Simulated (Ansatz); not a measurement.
# Zn2GeN3: from a guess to a relaxed structure

Where does this trial cell of Zn2GeN3 go when cell and atoms are let free?

Computed with Ansatz 0.2.0 (DFT PBE, scalar-relativistic, plane waves, PAW, unless a step's input says otherwise).

## Step 1: The starting structure

The structure is hexagonal, space group P6/mmm (No. 191). Conventional cell: a = 4.088 Å, b = 4.088 Å, c = 6.170 Å, α = 90.00°, β = 90.00°, γ = 120.00°. Zn (site symmetry 6mm) is surrounded by 1 Ge at 1.93 Å. Ge (site symmetry 6/mmm) is surrounded by 2 Zn at 1.93 Å and 6 N at 2.04 Å. Around N (site symmetry mmm) lie 4 N at 2.04 Å and 2 Ge at 2.04 Å.

Structure file:

```
Zn Ge N
1.0
     4.08761    0.00000    0.00000
    -2.04381    3.53998    0.00000
     0.00000    0.00000    6.17019
Zn Ge N
2 1 3
Cartesian
  0.0000 0.0000 1.1582
  0.0000 0.0000 5.0120
  0.0000 0.0000 3.0851
  2.0438 0.0000 3.0851
  -1.0219 1.7700 3.0851
  1.0219 1.7700 3.0851
```

The cell is invented: random cell by space group and Wyckoff sites (P6/mmm, No. 191). The dimensions are guesses.

## Step 2: Probe: one point on a coarse mesh

Input file input.yaml:

```yaml
crystal:
  lattice:
    - [4.08761275, 0.0, 0.0]
    - [-2.04380637, 3.53997648, 0.0]
    - [0.0, 0.0, 6.17019275]
  atoms:
    - { symbol: Zn, position: [0.0, 0.0, 0.18770708] }
    - { symbol: Zn, position: [0.0, 0.0, 0.81229292] }
    - { symbol: Ge, position: [0.0, 0.0, 0.5] }
    - { symbol: "N", position: [0.5, 0.0, 0.5] }
    - { symbol: "N", position: [0.0, 0.5, 0.5] }
    - { symbol: "N", position: [0.5, 0.5, 0.5] }
basis:
  ecutwfc: 420
kpoints:
  mp_grid: { grid: [6, 6, 4] }
hamiltonian:
  xc: pbe
scf:
  occupations: { method: gaussian, width: 0.1 }
  lower_state_search: "off"
output:
  forces: true
  stress: true
  eigenvalues: true
```

The run is started by

```console
> ansatz run input.yaml --threads 1 --pin off --max-ram 2560MiB --backend cpu --events-out ev --progress --plain --runs-dir out
```

Standard output, shortened:

```text
Warning: RAYON_NUM_THREADS=1 ignored (pool sized by the plan → 1); use --threads N
[...]
Pseudopotentials: kind: paw
Pseudopotential: Zn, paw, valence charge 12, recommended cutoff 420 eV (normal), Zn.paw.azcp
Pseudopotential: Ge, paw, valence charge 14, recommended cutoff 420 eV (normal), Ge.paw.azcp
Pseudopotential: N, paw, valence charge 5, recommended cutoff 420 eV (normal), N.paw.azcp
Functional definition: PBE
[...]
Crystal: 6 atoms, lattice volume = 89.283 Å³
Basis set: ecut = 420 eV, 1725 PW (Γ), exchange–correlation on 60×60×90 points (8 copies of the dense FFT grid, shifted against one another)
Bands: 33, of which v1, the nominal top of the filled ones, is band 27 counted from 1 (26 counted from 0)
Symmetry: 24 space group operations
Space group: P6/mmm (ITA 191), of the structure as read, at distance tolerance 4.5e-5 Å
k-points: 21 of 144
[...]
SCF iter   1: F=—  HF=-12069.333349 eV  |F-HF|=—  |Δ(HF+E_count)|=         —  Δρ=7.01e-3  dr2=3.60e-2  ethr=1.77e-3  ⟨swp⟩=5.4  Hψ=2936  notcnv=0
[...]
SCF iter   7: F=-12069.337753 eV  HF=-12069.337753 eV  |F-HF|=4.61e-8  |Δ(HF+E_count)|=   2.39e-7  Δρ=8.20e-6  dr2=7.93e-8  ethr=1.89e-10  ⟨swp⟩=7.0  Hψ=3392  notcnv=0
[...]
SCF converged after 7 iterations
Free energy (F): -12069.337753 eV
[...]
E sigma→0 (E₀):  -12069.331171 eV
Entropy (-TS):   -0.013164 eV (-2.194 meV/atom)
Fermi energy:    7.357365 eV
[...]
--- Forces (eV/Å), atoms counted from 1 ---
  atom   1  Zn     0.00000000    -0.00000000    -8.11293732
  atom   2  Zn     0.00000000    -0.00000000     8.11293732
  atom   3  Ge     0.00000000    -0.00000000     0.00000000
  atom   4  N     -0.00000000     0.00000000     0.00000000
  atom   5  N      0.00000000     0.00000000     0.00000000
  atom   6  N      0.00000000     0.00000000     0.00000000
[...]
--- Stress (GPa, compression-positive) ---
       14.061389      -0.000000       0.000000
       -0.000000      14.061389       0.000000
        0.000000       0.000000      65.337348
  P = ⅓ Tr σ = 31.1534 GPa (311.534 kbar)
--- Band table (eV; the first three rows and the last of 21) ---
[...]
```

Run time: 2.1 s. Hardware: 1 thread of Intel Xeon 6975P-C (Granite Rapids), shared host; peak memory 0.41 GiB.

Read-out: pressure 31.2 GPa, largest force 8.11 eV/Å, gap on this mesh none (metal). A cheap, loose relaxation comes first.

## Step 3: Rough relaxation on the coarse mesh

Changes to input.yaml since step 2:

```diff
@@ -25 +25,6 @@
   eigenvalues: true
+relax:
+  adjacent_minimum: "off"
+  f_tol: 0.04
+  max_steps: 70
+  cell: { stress_tol: 0.4 }
```

The run is started by

```console
> ansatz run input.yaml --threads 1 --pin off --max-ram 2560MiB --backend cpu --events-out ev --progress --plain --runs-dir out
```

Standard output:

```text
Warning: RAYON_NUM_THREADS=1 ignored (pool sized by the plan → 1); use --threads N
Engine: ansatz 0.2.0, x86_64-unknown-linux-gnu
[... 5 set-up lines as earlier in the session ...]
  parameter kappa = 0.804
  parameter beta = 0.06672455060314922
  exchange = pbe_x(kappa = kappa, mu = beta*pi^2/3)
  correlation = pbe_c(beta = beta)
Crystal: 6 atoms, lattice volume = 89.283 Å³
Basis set: ecut = 420 eV, 1725 PW (Γ), exchange–correlation on 60×60×90 points (8 copies of the dense FFT grid, shifted against one another)
Bands: 33, of which v1, the nominal top of the filled ones, is band 27 counted from 1 (26 counted from 0)
[... 2 set-up lines as earlier in the session ...]
k-points: 21 of 144
Non-local potential: Zn, projectors of the file, l = 0: 2, l = 1: 2, l = 2: 3, l = 3: 1
Non-local potential: Ge, projectors of the file, l = 0: 2, l = 1: 2, l = 2: 3, l = 3: 1
Non-local potential: N, projectors of the file, l = 0: 2, l = 1: 2, l = 2: 1
PAW form: soft (Blöchl's): semilocal exchange-correlation on the pseudo side does not see the compensation charge
PAW one-centre angular grid: Zn, 590 points (default); XC on 64 Gauss nodes
PAW one-centre angular grid: Ge, 590 points (default); XC on 64 Gauss nodes
PAW one-centre angular grid: N, 110 points (default); XC on 64 Gauss nodes
Initial density: superposition of atomic densities (neutral atoms: chi_scale 0, normalization atom), corrected by the library's trained network
Initial wavefunctions: pseudopotential atomic-orbital guess
Functional: x = pbe(κ = 0.804, μ = 0.2195149727645171), c = pbe(β = 0.06672455060314922)
SCF iter   1: F=—  HF=-12069.333349 eV  |F-HF|=—  |Δ(HF+E_count)|=         —  Δρ=7.01e-3  dr2=3.60e-2  ethr=1.77e-3  ⟨swp⟩=5.4  Hψ=2936  notcnv=0
preconditioner: auto → LDOS  [metal: Δε(μ)=0.090 eV  Ē_g=13.313 eV  σ=0.100 eV  W_gap=0.41  n_scr=22 (ndim 8)  ℏωp=28.6 eV  f_vac=0.169  D(μ)=2.61/eV (n_scr^D=22)  β→1.0]
SCF iter   2: F=—  HF=-12069.339176 eV  |F-HF|=—  |Δ(HF+E_count)|=   5.83e-3  Δρ=2.35e-3  dr2=7.97e-3  ethr=6.79e-5  ⟨swp⟩=2.0  Hψ=1489  notcnv=0  defer=17
SCF iter   3: F=—  HF=-12069.337736 eV  |F-HF|=—  |Δ(HF+E_count)|=   1.44e-3  Δρ=4.28e-4  dr2=1.32e-4  ethr=1.50e-5  ⟨swp⟩=2.0  Hψ=1181  notcnv=0  defer=17
SCF iter   4: F=—  HF=-12069.337811 eV  |F-HF|=—  |Δ(HF+E_count)|=   7.49e-5  Δρ=3.10e-4  dr2=7.77e-5  ethr=2.50e-7  ⟨swp⟩=2.0  Hψ=1227  notcnv=0  defer=17
SCF iter   5: F=—  HF=-12069.337760 eV  |F-HF|=—  |Δ(HF+E_count)|=   5.17e-5  Δρ=1.14e-4  dr2=1.04e-5  ethr=1.47e-7  ⟨swp⟩=2.0  Hψ=1192  notcnv=0  defer=18
SCF iter   6: F=—  HF=-12069.337753 eV  |F-HF|=—  |Δ(HF+E_count)|=   6.22e-6  Δρ=4.23e-5  dr2=1.13e-6  ethr=1.96e-8  ⟨swp⟩=2.0  Hψ=1205  notcnv=0  defer=18
SCF iter   7: F=-12069.337753 eV  HF=-12069.337753 eV  |F-HF|=4.62e-8  |Δ(HF+E_count)|=   2.39e-7  Δρ=8.20e-6  dr2=7.93e-8  ethr=1.89e-10  ⟨swp⟩=7.0  Hψ=3401  notcnv=0
SCF 1 converged in 7 iterations: F = -12069.337753 eV  dr2 = 7.93e-8
relax step   1: F+E_penalty+E_count = -12069.33775317 eV  Δ(F+E_penalty+E_count) = +0.000e0 eV  max|allowed force component| = 8.113e0 eV/Å  Δτ_max = 0.0000 Å  P = +31.153 GPa  Ω = 89.283 Å³  (7 SCF iters, dr2 threshold 1.00e-7 eV, accepted)
Crystal: 6 atoms, lattice volume = 95.851 Å³
Basis set: ecut = 420 eV, 1833 PW (Γ), exchange–correlation on 60×60×90 points (8 copies of the dense FFT grid, shifted against one another)
Initial density: handed on by an earlier stage of this run
Initial wavefunctions: those handed on with the density
iter 1 solved again at ethr=3.07e-4 eV; its pass at ethr=3.10e-3 eV (dr2=1.62e-1 eV) is discarded
SCF iter   1: F=—  HF=-12071.724252 eV  |F-HF|=—  |Δ(HF+E_count)|=         —  Δρ=1.12e-2  dr2=1.63e-1  ethr=3.07e-4  ⟨swp⟩=1.0  Hψ=3829  notcnv=0
preconditioner: auto → LDOS  [metal: Δε(μ)=0.045 eV  Ē_g=12.847 eV  σ=0.100 eV  W_gap=0.25  n_scr=22 (ndim 8)  ℏωp=27.6 eV  f_vac=0.182  D(μ)=2.57/eV (n_scr^D=22)  β→1.0]
SCF iter   2: F=—  HF=-12071.705458 eV  |F-HF|=—  |Δ(HF+E_count)|=   1.88e-2  Δρ=8.65e-3  dr2=8.73e-2  ethr=3.07e-4  ⟨swp⟩=3.0  Hψ=1333  notcnv=0
SCF iter   3: F=—  HF=-12071.681487 eV  |F-HF|=—  |Δ(HF+E_count)|=   2.40e-2  Δρ=3.40e-3  dr2=1.02e-2  ethr=1.65e-4  ⟨swp⟩=2.1  Hψ=1353  notcnv=0  defer=22
SCF iter   4: F=—  HF=-12071.678089 eV  |F-HF|=—  |Δ(HF+E_count)|=   3.40e-3  Δρ=8.14e-4  dr2=1.27e-3  ethr=1.93e-5  ⟨swp⟩=2.0  Hψ=1002  notcnv=0  defer=22
SCF iter   5: F=—  HF=-12071.677905 eV  |F-HF|=—  |Δ(HF+E_count)|=   1.85e-4  Δρ=2.43e-4  dr2=1.02e-4  ethr=2.39e-6  ⟨swp⟩=2.0  Hψ=1039  notcnv=0  defer=22
SCF iter   6: F=—  HF=-12071.677905 eV  |F-HF|=—  |Δ(HF+E_count)|=   6.30e-7  Δρ=4.37e-5  dr2=1.35e-6  ethr=1.93e-7  ⟨swp⟩=2.0  Hψ=1058  notcnv=0  defer=22
SCF iter   7: F=-12071.677905 eV  HF=-12071.677906 eV  |F-HF|=1.64e-7  |Δ(HF+E_count)|=   3.80e-7  Δρ=1.07e-5  dr2=8.74e-8  ethr=1.13e-9  ⟨swp⟩=9.4  Hψ=3555  notcnv=0
SCF 2 converged in 7 iterations: F = -12071.677905 eV  dr2 = 8.74e-8
relax step   2: F+E_penalty+E_count = -12071.67790539 eV  Δ(F+E_penalty+E_count) = -2.340e0 eV  max|allowed force component| = 1.921e0 eV/Å  Δτ_max = 0.0970 Å  P = +15.242 GPa  Ω = 95.851 Å³  energy of the carried Pulay correction = -1.391e-2 eV  (7 SCF iters, dr2 threshold 6.00e-7 eV, accepted)
Crystal: 6 atoms, lattice volume = 103.141 Å³
Basis set: ecut = 420 eV, 1985 PW (Γ), exchange–correlation on 60×60×90 points (8 copies of the dense FFT grid, shifted against one another)
iter 1 solved again at ethr=6.32e-5 eV; its pass at ethr=3.10e-3 eV (dr2=3.35e-2 eV) is discarded
SCF iter   1: F=—  HF=-12072.392525 eV  |F-HF|=—  |Δ(HF+E_count)|=         —  Δρ=5.18e-3  dr2=3.38e-2  ethr=6.32e-5  ⟨swp⟩=1.9  Hψ=3882  notcnv=0
preconditioner: auto → LDOS  [insulator: Δε(μ)=0.123 eV  Ē_g=12.536 eV  σ=0.100 eV  W_gap=0.62  n_scr=22 (ndim 8)  ℏωp=26.6 eV  f_vac=0.196  D(μ)=2.81/eV (n_scr^D=22)  ε∞_Penn≈5.5  β→1.0]
SCF iter   2: F=—  HF=-12072.386903 eV  |F-HF|=—  |Δ(HF+E_count)|=   5.62e-3  Δρ=2.82e-3  dr2=5.05e-3  ethr=6.32e-5  ⟨swp⟩=2.0  Hψ=1229  notcnv=0
SCF iter   3: F=—  HF=-12072.387410 eV  |F-HF|=—  |Δ(HF+E_count)|=   5.06e-4  Δρ=2.97e-3  dr2=4.77e-3  ethr=9.52e-6  ⟨swp⟩=3.0  Hψ=1497  notcnv=0  defer=1
SCF iter   4: F=—  HF=-12072.385197 eV  |F-HF|=—  |Δ(HF+E_count)|=   2.21e-3  Δρ=1.06e-3  dr2=6.21e-4  ethr=8.99e-6  ⟨swp⟩=2.0  Hψ=1084  notcnv=0  defer=1
SCF iter   5: F=—  HF=-12072.384900 eV  |F-HF|=—  |Δ(HF+E_count)|=   2.97e-4  Δρ=3.06e-4  dr2=4.65e-5  ethr=1.17e-6  ⟨swp⟩=2.0  Hψ=1159  notcnv=0  defer=1
SCF iter   6: F=—  HF=-12072.384976 eV  |F-HF|=—  |Δ(HF+E_count)|=   7.53e-5  Δρ=5.18e-5  dr2=1.27e-6  ethr=8.78e-8  ⟨swp⟩=2.0  Hψ=1159  notcnv=0  defer=1
SCF iter   7: F=-12072.384975 eV  HF=-12072.384976 eV  |F-HF|=1.60e-8  |Δ(HF+E_count)|=   2.64e-8  Δρ=6.47e-6  dr2=2.72e-8  ethr=1.13e-9  ⟨swp⟩=8.1  Hψ=3305  notcnv=0
SCF 3 converged in 7 iterations: F = -12072.384975 eV  dr2 = 2.72e-8
relax step   3: F+E_penalty+E_count = -12072.38497549 eV  Δ(F+E_penalty+E_count) = -7.071e-1 eV  max|allowed force component| = 7.731e-1 eV/Å  Δτ_max = 0.0145 Å  P = +6.287 GPa  Ω = 103.141 Å³  energy of the carried Pulay correction = -2.824e-2 eV  (7 SCF iters, dr2 threshold 6.00e-7 eV, accepted)
[... 12 lines left out ...]
relax step   4: F+E_penalty+E_count = -12072.61065486 eV  Δ(F+E_penalty+E_count) = -2.257e-1 eV  max|allowed force component| = 1.095e-1 eV/Å  Δτ_max = 0.0131 Å  P = +1.068 GPa  Ω = 108.923 Å³  energy of the carried Pulay correction = -3.886e-2 eV  (7 SCF iters, dr2 threshold 6.00e-7 eV, accepted)
[... 11 lines left out ...]
relax step   5: F+E_penalty+E_count = -12072.61612994 eV  Δ(F+E_penalty+E_count) = -5.475e-3 eV  max|allowed force component| = 1.161e-2 eV/Å  Δτ_max = 0.0024 Å  P = -0.140 GPa  Ω = 110.550 Å³  energy of the carried Pulay correction = -4.174e-2 eV  (6 SCF iters, dr2 threshold 6.00e-7 eV, accepted)
[... 13 lines left out ...]
relax step   6: F+E_penalty+E_count = -12072.80078924 eV  Δ(F+E_penalty+E_count) = -1.847e-1 eV  max|allowed force component| = 2.669e-2 eV/Å  Δτ_max = 0.0000 Å  P = +1.723 GPa  Ω = 110.550 Å³  stress off target by 3.81e0 GPa  SCF on the basis re-selected at this cell (its energy is not comparable with the rows above)  (8 SCF iters)
[... 12 lines left out ...]
relax step   7: F+E_penalty+E_count = -12072.83466945 eV  Δ(F+E_penalty+E_count) = -3.388e-2 eV  max|allowed force component| = 4.480e-2 eV/Å  Δτ_max = 0.0043 Å  P = +0.401 GPa  Ω = 113.388 Å³  energy of the carried Pulay correction = -6.017e-3 eV  (6 SCF iters, dr2 threshold 6.00e-7 eV, accepted)
[... 11 lines left out ...]
relax step   8: F+E_penalty+E_count = -12072.83745851 eV  Δ(F+E_penalty+E_count) = -2.789e-3 eV  max|allowed force component| = 3.704e-3 eV/Å  Δτ_max = 0.0006 Å  P = -0.152 GPa  Ω = 114.856 Å³  energy of the carried Pulay correction = -9.646e-3 eV  (6 SCF iters, dr2 threshold 6.00e-7 eV, accepted)
Basis set: ecut = 420 eV, 2275 PW (Γ), exchange–correlation on 60×60×100 points (8 copies of the dense FFT grid, shifted against one another)
iter 1 solved again at ethr=1.15e-6 eV; its pass at ethr=3.10e-3 eV (dr2=6.12e-4 eV) is discarded
SCF iter   1: F=—  HF=-12072.822638 eV  |F-HF|=—  |Δ(HF+E_count)|=         —  Δρ=8.70e-4  dr2=1.46e-4  ethr=1.15e-6  ⟨swp⟩=2.4  Hψ=4210  notcnv=0
preconditioner: auto → LDOS  [metal: Δε(μ)=0.058 eV  Ē_g=12.225 eV  σ=0.100 eV  W_gap=0.32  n_scr=22 (ndim 8)  ℏωp=25.2 eV  f_vac=0.206  D(μ)=5.91/eV (n_scr^D=42)  β→1.0]
SCF iter   2: F=—  HF=-12072.849226 eV  |F-HF|=—  |Δ(HF+E_count)|=   2.66e-2  Δρ=1.84e-4  dr2=7.16e-5  ethr=2.76e-7  ⟨swp⟩=2.5  Hψ=1180  notcnv=0
SCF iter   3: F=—  HF=-12072.849059 eV  |F-HF|=—  |Δ(HF+E_count)|=   1.67e-4  Δρ=1.25e-4  dr2=2.02e-5  ethr=1.35e-7  ⟨swp⟩=2.0  Hψ=1020  notcnv=0
SCF iter   4: F=—  HF=-12072.848978 eV  |F-HF|=—  |Δ(HF+E_count)|=   8.07e-5  Δρ=8.51e-5  dr2=8.08e-6  ethr=3.80e-8  ⟨swp⟩=2.0  Hψ=956  notcnv=0
SCF iter   5: F=—  HF=-12072.849154 eV  |F-HF|=—  |Δ(HF+E_count)|=   1.76e-4  Δρ=2.46e-5  dr2=9.09e-7  ethr=1.52e-8  ⟨swp⟩=2.0  Hψ=1068  notcnv=0
SCF iter   6: F=—  HF=-12072.849152 eV  |F-HF|=—  |Δ(HF+E_count)|=   2.09e-6  Δρ=4.79e-6  dr2=3.48e-8  ethr=1.72e-9  ⟨swp⟩=2.0  Hψ=1056  notcnv=0
SCF iter   7: F=—  HF=-12072.849152 eV  |F-HF|=—  |Δ(HF+E_count)|=   1.21e-8  Δρ=1.55e-6  dr2=4.79e-9  ethr=6.56e-11  ⟨swp⟩=2.0  Hψ=1062  notcnv=0
SCF iter   8: F=-12072.849152 eV  HF=-12072.849152 eV  |F-HF|=1.64e-10  |Δ(HF+E_count)|=   1.09e-8  Δρ=7.46e-7  dr2=1.58e-9  ethr=7.25e-12  ⟨swp⟩=4.0  Hψ=2120  notcnv=0
SCF 9 converged in 8 iterations: F = -12072.849152 eV  dr2 = 1.58e-9
relax step   9: F+E_penalty+E_count = -12072.84915220 eV  Δ(F+E_penalty+E_count) = -1.169e-2 eV  max|allowed force component| = 3.089e-3 eV/Å  Δτ_max = 0.0000 Å  P = -0.113 GPa  Ω = 114.856 Å³  stress off target by 2.32e-1 GPa  SCF on the basis re-selected at this cell (its energy is not comparable with the rows above)  (8 SCF iters)
basis re-selected at this cell: Δ(F+E_penalty+E_count) = -1.169e-2 eV, ΔP = +0.038 GPa vs the last step (what re-selecting the basis moved, of the pressure what is left beyond the Pulay correction that the steps carried, after the strain that the cell walked since its last selection, with what the two solves' SCF thresholds leave and, on support functions, any second-order correction that the steps lacked; it is no measure of the basis error at this ecutwfc). The dense FFT grid was sized anew with the basis: this SCF ran on 30×30×50 points, the steps before it on 30×30×48, so part of this shift can come from that change (see relax.cell in the input reference). This SCF's stress stands 2.32e-1 GPa from its target on what of the cell is left free (relax.cell.stress_tol is 4.00e-1 GPa) and its largest allowed force component is 3.09e-3 eV/Å (relax.f_tol is 4.00e-2 eV/Å): within both
SCF converged after 8 iterations
Free energy (F): -12072.849152 eV
Harris-Foulkes:  -12072.849152 eV  (|F-HF|=1.64e-10)
Internal energy: -12072.819509 eV  (E = F + TS)
E sigma→0 (E₀):  -12072.834331 eV
Entropy (-TS):   -0.029643 eV (-4.940 meV/atom)
Fermi energy:    4.691335 eV
--- Per-component energies (eV) ---
  E_band       = -281.850766
  E_kinetic    = 737.569652
  E_local      = -8385.829681  (includes V_loc(G=0)·N_el)
  E_nonlocal   = 1785.986838
  E_hartree    = 3559.720269
  E_xc         = -521.218064
  E_vxc        = -385.076416  (∫ρ·V_xc dr)
  E_paw        = -6050.019571  (= ΣΔE_a)
  E_vpaw       = -1153.943996  (= ΣTr[D̂ρ^β])
  E_aug_tail   = -0.000311  (compensation charges beyond the density's cutoff)
  E_ewald      = -3199.028641
  E_smearing   = -0.029643  (= −TS)
  E_closure    = -0.000000  (closes the sum)
  Σ components = -12072.849152   (vs F -12072.849152, Δ=0.00e0)
--- Forces (eV/Å), atoms counted from 1 ---
  atom   1  Zn     0.00000000     0.00000000     0.00308893
  atom   2  Zn    -0.00000000     0.00000000    -0.00308893
  atom   3  Ge     0.00000000    -0.00000000     0.00000000
  atom   4  N      0.00000000     0.00000000     0.00000000
  atom   5  N      0.00000000     0.00000000     0.00000000
  atom   6  N      0.00000000     0.00000000    -0.00000000
  max |Σ_I F_I| component: 4.00e-29 eV/Å
--- Stress (GPa, compression-positive) ---
       -0.232138      -0.000000      -0.000000
       -0.000000      -0.232138      -0.000000
       -0.000000      -0.000000       0.124648
  P = ⅓ Tr σ = -0.1132 GPa (-1.132 kbar)
--- Band table (eV; the first three rows and the last of 21) ---
  k-point 0: bands = ["-20.0458", "-20.0401", "-20.0401", "-19.9682", "-19.9682", "-12.7804", "-6.5566", "-6.5566", "-2.9883", "-2.6629", "-2.6629", "-2.3649", "-2.3649", "-2.3089", "-2.3089", "-2.2991", "-2.1736", "-2.1736", "-1.9544", "-1.9544", "-1.7072", "-1.1008", "-0.6100", "0.9977", "4.2514", "4.7267", "4.7267", "6.5785", "8.5287", "8.6066", "8.6066", "8.9224", "9.6643"]
  k-point 1: bands = ["-20.0457", "-20.0401", "-20.0401", "-19.9682", "-19.9682", "-12.7800", "-6.5565", "-6.5565", "-2.9967", "-2.6162", "-2.6162", "-2.3679", "-2.3679", "-2.3232", "-2.3060", "-2.3060", "-2.2998", "-2.2998", "-1.8724", "-1.8724", "-1.7069", "-1.2879", "-0.3317", "1.0569", "4.3039", "4.7267", "4.7267", "6.5793", "6.9435", "8.6126", "8.6126", "9.4647", "9.4647"]
  k-point 2: bands = ["-20.0457", "-20.0401", "-20.0401", "-19.9682", "-19.9682", "-12.7796", "-6.5565", "-6.5565", "-3.0063", "-2.5068", "-2.5068", "-2.4594", "-2.4594", "-2.3706", "-2.3706", "-2.3449", "-2.3033", "-2.3033", "-1.8201", "-1.8201", "-1.7070", "-1.3973", "-0.1362", "1.1297", "4.3894", "4.7261", "4.7261", "6.1779", "6.5790", "8.6191", "8.6191", "9.3111", "9.3111"]
  k-point 20: bands = ["-20.0328", "-20.0328", "-20.0295", "-19.9704", "-19.9704", "-10.3678", "-10.3678", "-8.7775", "-2.9395", "-2.8905", "-2.5392", "-2.5392", "-2.3538", "-2.3538", "-2.2933", "-2.2933", "-2.1816", "-2.1816", "-1.8033", "0.5871", "0.9806", "0.9806", "2.2019", "2.2019", "3.3249", "4.3045", "4.9925", "4.9925", "6.1989", "6.3743", "6.3743", "7.1037", "8.3756"]
--- Relaxed structure (7 steps of the walk, 7 accepted, 2 SCFs on fresh bases) ---
  F+E_penalty+E_count = -12072.84915220 eV   max|allowed force component| = 3.089e-3 eV/Å   (the final SCF, on the basis selected at the relaxed cell)
  cell:  # Å, volume = 114.8559 Å³
    - [4.224213306743985, -2.983221285110243e-9, 0.0]
    - [-2.1121066507884465, 3.6582760361361686, 0.0]
    - [0.0, 0.0, 7.432431302290008]
  atoms:
    - { symbol: Zn, position: [-1.8619367509643578e-35, 1.5112535988697683e-35, 0.16771698205502292] }
    - { symbol: Zn, position: [9.860746460861072e-35, 1.2392286032505065e-34, 0.832283017944977] }
    - { symbol: Ge, position: [-1.0338338485709806e-34, -1.072990653069415e-34, 0.5] }
    - { symbol: N, position: [0.49999999999999994, 5.169878828456423e-26, 0.5] }
    - { symbol: N, position: [0.0, 0.49999999999999994, 0.5] }
    - { symbol: N, position: [0.5, 0.49999999999999994, 0.5] }
```

Wall time 25 s (1 thread of Intel Xeon 6975P-C (Granite Rapids), shared host); peak memory 0.47 GiB.

The steps of the relaxation:

```
step  energy from step 1 (eV/cell)  largest force component (eV/Å)  pressure (GPa)  volume (Å³)
   1                        0.0000                          8.1129           31.15        89.28
   2                       -2.3402                          1.9214           15.24        95.85
   3                       -3.0472                          0.7731            6.29       103.14
   4                       -3.2729                          0.1095            1.07       108.92
   5                       -3.2784                          0.0116           -0.14       110.55
   6                       -3.4630                          0.0267            1.72       110.55
   7                       -3.4969                          0.0448            0.40       113.39
   8                       -3.4997                          0.0037           -0.15       114.86
   9                       -3.5114                          0.0031           -0.11       114.86
```

Step 1 is the start. Steps 6, 9 each repeat the geometry before them on a plane-wave basis chosen anew, so the energy can jump there without any move.

|  | before | after | change |
| --- | --- | --- | --- |
| a (Å) | 4.088 | 4.224 | +3.3 % |
| b (Å) | 4.088 | 4.224 | +3.3 % |
| c (Å) | 6.170 | 7.432 | +20.5 % |
| volume (Å³/atom) | 14.88 | 19.14 | +28.6 % |
| shortest distance (Å) | 1.927 | 2.112 | +9.6 % |
| space group (0.01 Å) | P6/mmm | P6/mmm | same |

Forces and stress were held to the start's 24 operations: a distortion of lower symmetry was not tested.

[end of part 1 of 2]
